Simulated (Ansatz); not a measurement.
**Ru(0001) with 2 layers of random Ru-Ag, 2x2: scattering by chemical disorder**

How strongly does chemical disorder scatter in Ru(0001) with 2 layers of random Ru-Ag, 2x2?

Main program and level: Ansatz 0.2.0; Ansatz plane-wave DFT, PBE, PAW files; ballistic transport by layer matching (Landauer), zero bias; PAW set soft_1.

## Step 1: The structure

The cell holds 48 atoms: 46 Ru and 2 Ag. Cell: a = 5.412 Å, b = 5.412 Å, c = 25.691 Å, α = 90.0°, β = 90.0°, γ = 120.0°. It derives from Ru. Regions: lead, 40 atoms (40 Ru); scattering region, 8 atoms (6 Ru and 2 Ag). The structure is stacked along c, and the current runs across the ab planes.

## Step 2: With 2 alloy layers

In 2 layers a share of 0.25 of the sites is given to Ag at random. The layers about the cell's end stay perfect and serve as the lead. Energies from -0.05 to 0.05 eV in steps of 0.05 eV are too few for the program's thermal sum, so it prints no conductance; for a metal the transmission near the Fermi level serves, at a fraction of the cost.

Input file input.yaml:

```yaml
crystal:
  lattice:
    - [5.4116, 0.0, 0.0]
    - [-2.7058, 4.6865830751, 0.0]
    - [0.0, 0.0, 25.6914]
  atoms:
    - { symbol: Ru, position: [0.1666666667, 0.3333333333, 0.0416666667] }
    - { symbol: Ru, position: [0.1666666667, 0.8333333333, 0.0416666667] }
    - { symbol: Ru, position: [0.6666666667, 0.3333333333, 0.0416666667] }
    - { symbol: Ru, position: [0.6666666667, 0.8333333333, 0.0416666667] }
    - { symbol: Ru, position: [0.3333333333, 0.1666666667, 0.125] }
    - { symbol: Ru, position: [0.3333333333, 0.6666666667, 0.125] }
    - { symbol: Ru, position: [0.8333333333, 0.1666666667, 0.125] }
    - { symbol: Ru, position: [0.8333333333, 0.6666666667, 0.125] }
    - { symbol: Ru, position: [0.1666666667, 0.3333333333, 0.2083333333] }
    - { symbol: Ru, position: [0.1666666667, 0.8333333333, 0.2083333333] }
    - { symbol: Ru, position: [0.6666666667, 0.3333333333, 0.2083333333] }
    - { symbol: Ru, position: [0.6666666667, 0.8333333333, 0.2083333333] }
    - { symbol: Ru, position: [0.3333333333, 0.1666666667, 0.2916666667] }
    - { symbol: Ru, position: [0.3333333333, 0.6666666667, 0.2916666667] }
    - { symbol: Ru, position: [0.8333333333, 0.1666666667, 0.2916666667] }
    - { symbol: Ru, position: [0.8333333333, 0.6666666667, 0.2916666667] }
    - { symbol: Ru, position: [0.1666666667, 0.3333333333, 0.375] }
    - { symbol: Ru, position: [0.1666666667, 0.8333333333, 0.375] }
    - { symbol: Ru, position: [0.6666666667, 0.3333333333, 0.375] }
    - { symbol: Ru, position: [0.6666666667, 0.8333333333, 0.375] }
    - { symbol: Ru, position: [0.3333333333, 0.1666666667, 0.4583333333] }
    - { symbol: Ru, position: [0.3333333333, 0.6666666667, 0.4583333333] }
    - { symbol: Ru, position: [0.8333333333, 0.1666666667, 0.4583333333] }
    - { symbol: Ru, position: [0.8333333333, 0.6666666667, 0.4583333333] }
    - { symbol: Ru, position: [0.1666666667, 0.3333333333, 0.5416666667] }
    - { symbol: Ru, position: [0.1666666667, 0.8333333333, 0.5416666667] }
    - { symbol: Ag, position: [0.6666666667, 0.3333333333, 0.5416666667] }
    - { symbol: Ag, position: [0.6666666667, 0.8333333333, 0.5416666667] }
    - { symbol: Ru, position: [0.3333333333, 0.1666666667, 0.625] }
    - { symbol: Ru, position: [0.3333333333, 0.6666666667, 0.625] }
    - { symbol: Ru, position: [0.8333333333, 0.1666666667, 0.625] }
    - { symbol: Ru, position: [0.8333333333, 0.6666666667, 0.625] }
    - { symbol: Ru, position: [0.1666666667, 0.3333333333, 0.7083333333] }
    - { symbol: Ru, position: [0.1666666667, 0.8333333333, 0.7083333333] }
    - { symbol: Ru, position: [0.6666666667, 0.3333333333, 0.7083333333] }
    - { symbol: Ru, position: [0.6666666667, 0.8333333333, 0.7083333333] }
    - { symbol: Ru, position: [0.3333333333, 0.1666666667, 0.7916666667] }
    - { symbol: Ru, position: [0.3333333333, 0.6666666667, 0.7916666667] }
    - { symbol: Ru, position: [0.8333333333, 0.1666666667, 0.7916666667] }
    - { symbol: Ru, position: [0.8333333333, 0.6666666667, 0.7916666667] }
    - { symbol: Ru, position: [0.1666666667, 0.3333333333, 0.875] }
    - { symbol: Ru, position: [0.1666666667, 0.8333333333, 0.875] }
    - { symbol: Ru, position: [0.6666666667, 0.3333333333, 0.875] }
    - { symbol: Ru, position: [0.6666666667, 0.8333333333, 0.875] }
    - { symbol: Ru, position: [0.3333333333, 0.1666666667, 0.9583333333] }
    - { symbol: Ru, position: [0.3333333333, 0.6666666667, 0.9583333333] }
    - { symbol: Ru, position: [0.8333333333, 0.1666666667, 0.9583333333] }
    - { symbol: Ru, position: [0.8333333333, 0.6666666667, 0.9583333333] }
kpoints:
  mp_grid: { grid: [5, 5, 1] }
hamiltonian:
  xc: pbe
  pseudopotentials: { kind: paw, azcp: { folder: soft_1 } }
scf:
  occupations: { method: fermi_dirac, width: 0.1 }
output:
  transmission:
    leads: [[0, 8]]
    kmesh: [10, 10]
    e_range: [-0.05, 0.05]
    de: 0.05
  write_potential: true
  write_density: true
  volumetric_format: npy
```

On the command line:

```
ansatz run input.yaml --threads 4 --pin off --max-ram 15360MiB --backend cpu --events-out ev --progress --plain --runs-dir out
```

Numbers of over 12 decimals in the logs are rounded to 6 here.

The log of the run:

```text
Engine: ansatz 0.2.0, x86_64-unknown-linux-gnu
Pseudopotentials: kind: paw
Pseudopotential: Ru, paw, valence charge 16, recommended cutoff 420 eV (normal), soft_1/Ru.paw.azcp
Pseudopotential: Ag, paw, valence charge 19, recommended cutoff 420 eV (normal), soft_1/Ag.paw.azcp
Functional definition: PBE
  parameter kappa = 0.804
  parameter beta = 0.066725
  exchange = pbe_x(kappa = kappa, mu = beta*pi^2/3)
  correlation = pbe_c(beta = beta)
Crystal: 48 atoms, lattice volume = 651.583 Å³
Basis set: ecut = 420 eV, 12691 PW (Γ)
Bands: 465, of which v1, the nominal top of the filled ones, is band 387 counted from 1 (386 counted from 0)
Symmetry: 8 space group operations
Space group: Pmm2 (ITA 25), of the structure as read, at distance tolerance 8.7e-5 Å
k-points: 9 of 25 (time reversal used)
Non-local potential: Ru, projectors of the file, l = 0: 3, l = 1: 2, l = 2: 2, l = 3: 1
Non-local potential: Ag, projectors of the file, l = 0: 3, l = 1: 2, l = 2: 2, l = 3: 1
PAW form: soft (Blöchl's): semilocal exchange-correlation on the pseudo side does not see the compensation charge
PAW one-centre angular grid: Ru, 590 points (default); XC on 64 Gauss nodes
PAW one-centre angular grid: Ag, 590 points (default); XC on 64 Gauss nodes
Initial density: superposition of atomic densities (chi_scale 0.1, normalization cell, long waves of neutral atoms (reshape's long-wave potential 2.72 eV rms, cloud 2.91 Å wide))
Initial wavefunctions: pseudopotential atomic-orbital guess
Functional: x = pbe(κ = 0.804, μ = 0.219515), c = pbe(β = 0.066725)
SCF iter   1: F=—  HF=-285628.730935 eV  |F-HF|=—  |Δ(HF+E_count)|=         —  Δρ=1.22e-1  dr2=1.09e2  ethr=3.10e-3  ⟨swp⟩=5.0  Hψ=13311  notcnv=0  defer=5
preconditioner: auto → Kerker (q_TF=auto, 2.808 Å⁻¹)  [metal: Δε(μ)=0.007 eV  Ē_g=5.499 eV  σ=0.100 eV  W_gap=0.02  n_scr=268 (ndim 8)  ℏωp=28.7 eV  f_vac=0.000  D(μ)=40.79/eV (n_scr^D=392)]
SCF iter   2: F=—  HF=-285605.430126 eV  |F-HF|=—  |Δ(HF+E_count)|=    2.33e1  Δρ=5.95e-2  dr2=2.79e1  ethr=3.10e-3  ⟨swp⟩=2.6  Hψ=7910  notcnv=0  defer=61
SCF iter   3: F=—  HF=-285599.023753 eV  |F-HF|=—  |Δ(HF+E_count)|=    6.41e0  Δρ=9.29e-3  dr2=8.13e-1  ethr=3.10e-3  ⟨swp⟩=2.0  Hψ=6425  notcnv=0  defer=61
SCF iter   4: F=—  HF=-285599.064184 eV  |F-HF|=—  |Δ(HF+E_count)|=   4.04e-2  Δρ=1.36e-3  dr2=9.78e-2  ethr=1.05e-4  ⟨swp⟩=1.2  Hψ=4824  notcnv=0  defer=57
SCF iter   5: F=—  HF=-285599.063624 eV  |F-HF|=—  |Δ(HF+E_count)|=   5.60e-4  Δρ=4.17e-4  dr2=1.41e-2  ethr=1.26e-5  ⟨swp⟩=1.0  Hψ=4125  notcnv=0  defer=57
SCF iter   6: F=—  HF=-285599.063532 eV  |F-HF|=—  |Δ(HF+E_count)|=   9.19e-5  Δρ=1.80e-4  dr2=4.00e-4  ethr=1.83e-6  ⟨swp⟩=2.0  Hψ=5698  notcnv=0  defer=57
SCF iter   7: F=—  HF=-285599.063511 eV  |F-HF|=—  |Δ(HF+E_count)|=   2.14e-5  Δρ=5.54e-5  dr2=1.04e-4  ethr=5.17e-8  ⟨swp⟩=2.0  Hψ=7498  notcnv=0  defer=57
SCF iter   8: F=—  HF=-285599.063532 eV  |F-HF|=—  |Δ(HF+E_count)|=   2.13e-5  Δρ=1.51e-5  dr2=1.43e-6  ethr=1.35e-8  ⟨swp⟩=2.0  Hψ=5796  notcnv=0  defer=57
SCF iter   9: F=—  HF=-285599.064858 eV  |F-HF|=—  |Δ(HF+E_count)|=   1.33e-3  Δρ=3.07e-6  dr2=1.23e-7  ethr=1.84e-10  ⟨swp⟩=2.0  Hψ=6721  notcnv=0  defer=57
SCF iter  10: F=-285599.064858 eV  HF=-285599.064858 eV  |F-HF|=9.95e-9  |Δ(HF+E_count)|=   2.91e-9  Δρ=8.17e-7  dr2=1.18e-8  ethr=1.29e-11  ⟨swp⟩=7.4  Hψ=8909  notcnv=0
SCF 1 converged in 10 iterations: F = -285599.064858 eV  dr2 = 1.18e-8
  greatest PAW one-centre occupation: 1.002 electrons in one spin orbital (limit 2), on the Ag atom at site 27 (counted from 0), in its partial waves of l = 0
transmission: 152 of 1488 steps passed
transmission: 299 of 1488 steps passed
[...]
transmission: 1488 of 1488 steps passed
SCF converged after 10 iterations
Free energy (F): -285599.064858 eV
Harris-Foulkes:  -285599.064858 eV  (|F-HF|=9.95e-9)
Internal energy: -285597.524802 eV  (E = F + TS)
E sigma→0 (E₀):  -285598.294830 eV
Entropy (-TS):   -1.540055 eV (-32.084 meV/atom)
Fermi energy:    23.329310 eV
--- Per-component energies (eV) ---
  E_band       = -2858.783571
  E_kinetic    = 22124.661562
  E_local      = -62446.236352  (includes V_loc(G=0)·N_el)
  E_nonlocal   = 19043.462998
  E_hartree    = 21440.854470
  E_xc         = -8149.946634
  E_vxc        = -10308.145942  (∫ρ·V_xc dr)
  E_paw        = -168978.419150  (= ΣΔE_a)
  E_vpaw       = -14154.271022  (= ΣTr[D̂ρ^β])
  E_aug_tail   = 0.029590  (compensation charges beyond the density's cutoff)
  E_ewald      = -108631.931285
  E_smearing   = -1.540055  (= −TS)
  E_closure    = -0.000000  (closes the sum)
  Σ components = -285599.064858   (vs F -285599.064858, Δ=0.00e0)
--- Band table (eV; the first three rows and the last of 9) ---
  k-point 0: bands = [... 383 lower, 23.9371, 23.9686, 24.1292, 24.1328, 24.3097, 24.3215, 24.3962, 24.4188, ... 74 higher]
  k-point 1: bands = [... 383 lower, 23.4500, 23.5809, 23.7635, 23.8010, 23.8727, 23.8854, 23.9610, 23.9781, ... 74 higher]
  k-point 2: bands = [... 383 lower, 22.9443, 23.0081, 23.1083, 23.1409, 23.1755, 23.2934, 23.3134, 23.3344, ... 74 higher]
  k-point 8: bands = [... 383 lower, 22.9315, 22.9762, 23.0197, 23.0367, 23.0682, 23.2251, 23.2290, 23.3210, ... 74 higher]
--- Transmission ---
  basis      : 223 plane waves across, 48 finite elements along
  points     : 31, standing for a mesh of 10 x 10
  energies   : 3 from -0.050000 to 0.050000 eV about the Fermi level, 0.050000 eV apart; the leads are filled to 0.000000 eV, and channels, transmission and decay are at 0.000000 eV
  crystal 0  : Ru8, at the sites [0, 8], period 4.2819 Å, over 23.55 Å; its Hamiltonian steps by up to 8.9 meV
    offset         : up to 0.0000 Å between an atom of the period and one for which it stands
    channels       : 5.280000e0 a spin
    conductance    : none, the energies end too early or step too widely for 300 K: set another output.transmission.e_range or a lower de, or, where they end at an eighth of basis.ecutwfc, a higher one
  junction   : crystal 0 to crystal 0, 1.44 to 22.85 Å
    transmission   : 3.000030e0 a spin
    conductance    : none, the energies end too early or step too widely for 300 K: set another output.transmission.e_range or a lower de, or, where they end at an eighth of basis.ecutwfc, a higher one
```

The job ended after 3.3 min (4 threads of Intel Xeon Platinum 8488C (Sapphire Rapids), shared host; peak memory 6 GiB).

Reading the cycles: dr2 is the Hartree energy of the density residual (eV), the measure of convergence; HF is the Harris–Foulkes estimate of the energy, which meets the free energy F at convergence.

Numbers from this step:

```
free energy                                    : -285599.0649 eV
energy at zero smearing                        : -285598.2948 eV
Fermi energy                                   : 23.33 eV
cell area                                      : 25.36 Å²
transmission per spin nearest the Fermi level  : 3.000
open channels per spin nearest the Fermi level : 5.28
step of the lead's potential                   : 8.9 meV
```

Per spin. Transmission, zone mean against energy, zero at the Fermi level:

```csv
energy (eV),"transmission, zone mean"
-0.0500,3.04
0.0000,3.00
0.0500,3.06
```

Per spin. Table of open channels, zone mean, lead by energy, zero at the Fermi level:

```csv
energy (eV),"open channels, zone mean, lead"
-0.0500,5.12
0.0000,5.28
0.0500,5.88
```

Transmission over k1 and k2. At 0.0000 eV from the Fermi level.

Ten even steps from '0' (1.11) to '9' (8.56):
```
1111111000
0122221000
1123632110
1126996211
3234999432
1112699621
1011236321
0000122221
1000111111
3000030000
```
Columns: k1 (b1) from -0.5 to 0.4; rows upwards: k2 (b2) from -0.5 to 0.4.

Open channels over k1 and k2. At 0.0000 eV from the Fermi level.

Ten even steps from '0' (2.0) to '9' (12.0):
```
2433342101
1333333100
1335753311
2337997332
4435999534
2233799733
1113357533
1001333333
2101243334
4211242112
```
Columns: k1 (b1) from -0.5 to 0.4; rows upwards: k2 (b2) from -0.5 to 0.4.

Over the solved energies the transmission per spin lies between 3.00 and 3.06, out of 5.43 channels of the lead on average (up to 5.88).

## Step 3: With 6 alloy layers

In 6 layers a share of 0.25 of the sites is given to Ag at random. A fresh draw is used; the growth of the resistance with length is what counts.

System of this step: Ru(0001) with 6 layers of random Ru-Ag, 2x2. The cell holds 64 atoms: 58 Ru and 6 Ag. Cell: a = 5.412 Å, b = 5.412 Å, c = 34.255 Å, α = 90.0°, β = 90.0°, γ = 120.0°. It derives from Ru. Regions: lead, 40 atoms (40 Ru); scattering region, 24 atoms (18 Ru and 6 Ag). The structure is stacked along c, and the current runs across the ab planes.

Input file input.yaml:

```yaml
crystal:
  lattice:
    - [5.4116, 0.0, 0.0]
    - [-2.7058, 4.6865830751, 0.0]
    - [0.0, 0.0, 34.2552]
  atoms:
    - { symbol: Ru, position: [0.1666666667, 0.3333333333, 0.03125] }
    - { symbol: Ru, position: [0.1666666667, 0.8333333333, 0.03125] }
    - { symbol: Ru, position: [0.6666666667, 0.3333333333, 0.03125] }
    - { symbol: Ru, position: [0.6666666667, 0.8333333333, 0.03125] }
    - { symbol: Ru, position: [0.3333333333, 0.1666666667, 0.09375] }
    - { symbol: Ru, position: [0.3333333333, 0.6666666667, 0.09375] }
    - { symbol: Ru, position: [0.8333333333, 0.1666666667, 0.09375] }
    - { symbol: Ru, position: [0.8333333333, 0.6666666667, 0.09375] }
    - { symbol: Ru, position: [0.1666666667, 0.3333333333, 0.15625] }
    - { symbol: Ru, position: [0.1666666667, 0.8333333333, 0.15625] }
    - { symbol: Ru, position: [0.6666666667, 0.3333333333, 0.15625] }
    - { symbol: Ru, position: [0.6666666667, 0.8333333333, 0.15625] }
    - { symbol: Ru, position: [0.3333333333, 0.1666666667, 0.21875] }
    - { symbol: Ru, position: [0.3333333333, 0.6666666667, 0.21875] }
    - { symbol: Ru, position: [0.8333333333, 0.1666666667, 0.21875] }
    - { symbol: Ru, position: [0.8333333333, 0.6666666667, 0.21875] }
    - { symbol: Ru, position: [0.1666666667, 0.3333333333, 0.28125] }
    - { symbol: Ru, position: [0.1666666667, 0.8333333333, 0.28125] }
    - { symbol: Ru, position: [0.6666666667, 0.3333333333, 0.28125] }
    - { symbol: Ru, position: [0.6666666667, 0.8333333333, 0.28125] }
    - { symbol: Ru, position: [0.3333333333, 0.1666666667, 0.34375] }
    - { symbol: Ag, position: [0.3333333333, 0.6666666667, 0.34375] }
    - { symbol: Ru, position: [0.8333333333, 0.1666666667, 0.34375] }
    - { symbol: Ru, position: [0.8333333333, 0.6666666667, 0.34375] }
    - { symbol: Ru, position: [0.1666666667, 0.3333333333, 0.40625] }
    - { symbol: Ru, position: [0.1666666667, 0.8333333333, 0.40625] }
    - { symbol: Ru, position: [0.6666666667, 0.3333333333, 0.40625] }
    - { symbol: Ru, position: [0.6666666667, 0.8333333333, 0.40625] }
    - { symbol: Ag, position: [0.3333333333, 0.1666666667, 0.46875] }
    - { symbol: Ru, position: [0.3333333333, 0.6666666667, 0.46875] }
    - { symbol: Ru, position: [0.8333333333, 0.1666666667, 0.46875] }
    - { symbol: Ru, position: [0.8333333333, 0.6666666667, 0.46875] }
    - { symbol: Ag, position: [0.1666666667, 0.3333333333, 0.53125] }
    - { symbol: Ag, position: [0.1666666667, 0.8333333333, 0.53125] }
    - { symbol: Ru, position: [0.6666666667, 0.3333333333, 0.53125] }
    - { symbol: Ag, position: [0.6666666667, 0.8333333333, 0.53125] }
    - { symbol: Ag, position: [0.3333333333, 0.1666666667, 0.59375] }
    - { symbol: Ru, position: [0.3333333333, 0.6666666667, 0.59375] }
    - { symbol: Ru, position: [0.8333333333, 0.1666666667, 0.59375] }
    - { symbol: Ru, position: [0.8333333333, 0.6666666667, 0.59375] }
    - { symbol: Ru, position: [0.1666666667, 0.3333333333, 0.65625] }
    - { symbol: Ru, position: [0.1666666667, 0.8333333333, 0.65625] }
    - { symbol: Ru, position: [0.6666666667, 0.3333333333, 0.65625] }
    - { symbol: Ru, position: [0.6666666667, 0.8333333333, 0.65625] }
    - { symbol: Ru, position: [0.3333333333, 0.1666666667, 0.71875] }
    - { symbol: Ru, position: [0.3333333333, 0.6666666667, 0.71875] }
    - { symbol: Ru, position: [0.8333333333, 0.1666666667, 0.71875] }
    - { symbol: Ru, position: [0.8333333333, 0.6666666667, 0.71875] }
    - { symbol: Ru, position: [0.1666666667, 0.3333333333, 0.78125] }
    - { symbol: Ru, position: [0.1666666667, 0.8333333333, 0.78125] }
    - { symbol: Ru, position: [0.6666666667, 0.3333333333, 0.78125] }
    - { symbol: Ru, position: [0.6666666667, 0.8333333333, 0.78125] }
    - { symbol: Ru, position: [0.3333333333, 0.1666666667, 0.84375] }
    - { symbol: Ru, position: [0.3333333333, 0.6666666667, 0.84375] }
    - { symbol: Ru, position: [0.8333333333, 0.1666666667, 0.84375] }
    - { symbol: Ru, position: [0.8333333333, 0.6666666667, 0.84375] }
    - { symbol: Ru, position: [0.1666666667, 0.3333333333, 0.90625] }
    - { symbol: Ru, position: [0.1666666667, 0.8333333333, 0.90625] }
    - { symbol: Ru, position: [0.6666666667, 0.3333333333, 0.90625] }
    - { symbol: Ru, position: [0.6666666667, 0.8333333333, 0.90625] }
    - { symbol: Ru, position: [0.3333333333, 0.1666666667, 0.96875] }
    - { symbol: Ru, position: [0.3333333333, 0.6666666667, 0.96875] }
    - { symbol: Ru, position: [0.8333333333, 0.1666666667, 0.96875] }
    - { symbol: Ru, position: [0.8333333333, 0.6666666667, 0.96875] }
kpoints:
  mp_grid: { grid: [5, 5, 1] }
hamiltonian:
  xc: pbe
  pseudopotentials: { kind: paw, azcp: { folder: soft_1 } }
scf:
  occupations: { method: fermi_dirac, width: 0.1 }
output:
  transmission:
    leads: [[0, 8]]
    kmesh: [10, 10]
    e_range: [-0.05, 0.05]
    de: 0.05
  write_potential: true
  write_density: true
  volumetric_format: npy
```

The log of the run:

```text
[...]
Crystal: 64 atoms, lattice volume = 868.777 Å³
Basis set: ecut = 420 eV, 16909 PW (Γ)
Bands: 626, of which v1, the nominal top of the filled ones, is band 521 counted from 1 (520 counted from 0)
Symmetry: 2 space group operations
[...]
k-points: 9 of 25 (time reversal used)
[...]
SCF iter   1: F=—  HF=-386538.838988 eV  |F-HF|=—  |Δ(HF+E_count)|=         —  Δρ=1.22e-1  dr2=3.04e2  ethr=3.10e-3  ⟨swp⟩=5.0  Hψ=17389  notcnv=0  defer=25
[...]
SCF iter  11: F=-386499.420418 eV  HF=-386499.420418 eV  |F-HF|=5.99e-8  |Δ(HF+E_count)|=   1.28e-8  Δρ=6.30e-7  dr2=6.03e-8  ethr=9.60e-12  ⟨swp⟩=7.4  Hψ=12949  notcnv=0
SCF 1 converged in 11 iterations: F = -386499.420418 eV  dr2 = 6.03e-8
[...]
transmission: 197 of 1953 steps passed
transmission: 392 of 1953 steps passed
[...]
transmission: 1953 of 1953 steps passed
SCF converged after 11 iterations
Free energy (F): -386499.420418 eV
[...]
Internal energy: -386497.277646 eV  (E = F + TS)
E sigma→0 (E₀):  -386498.349032 eV
Entropy (-TS):   -2.142773 eV (-33.481 meV/atom)
Fermi energy:    23.322601 eV
[...]
--- Band table (eV; the first three rows and the last of 9) ---
  k-point 0: bands = [... 517 lower, 23.9299, 23.9314, 23.9514, 23.9886, 23.9936, 24.0558, 24.0830, 24.1381, ... 101 higher]
  k-point 1: bands = [... 517 lower, 23.5739, 23.6486, 23.6715, 23.7081, 23.7216, 23.7470, 23.7923, 23.8221, ... 101 higher]
  k-point 2: bands = [... 517 lower, 23.0551, 23.0836, 23.0922, 23.1252, 23.1978, 23.2069, 23.2545, 23.2918, ... 101 higher]
  k-point 8: bands = [... 517 lower, 22.9431, 22.9889, 23.0468, 23.1010, 23.1598, 23.1752, 23.2288, 23.2474, ... 101 higher]
--- Transmission ---
  basis      : 223 plane waves across, 63 finite elements along
  points     : 31, standing for a mesh of 10 x 10
[...]
channels       : 5.280000e0 a spin
[...]
junction   : crystal 0 to crystal 0, -0.70 to 29.28 Å
    transmission   : 1.765690e0 a spin
[...]
```

It took 5.5 min on 4 threads; peak memory 9.3 GiB.

Numbers from this step:

* free energy: -386499.4204 eV
* energy at zero smearing: -386498.3490 eV
* Fermi energy: 23.32 eV
* transmission per spin nearest the Fermi level: 1.766
* step of the lead's potential: 6.7 meV

Per spin. The transmission, zone mean by energy, zero at the Fermi level:

```csv
energy (eV),"transmission, zone mean"
-0.0500,1.73
0.0000,1.77
0.0500,1.78
```

Over the solved energies the transmission per spin lies between 1.73 and 1.78, out of 5.48 channels of the lead on average (up to 6).

(Continued in part 2 of 2.)

[Logs are printed without paths, hosts, clocks, repeated set-up lines and the standing remarks that a program may print on its own settings, such as how far it seeks lower states.]

[Hosts, paths, dates, database ids (printed as entryN), source tags and the programs' standing remarks are cut or masked in the printed files.]
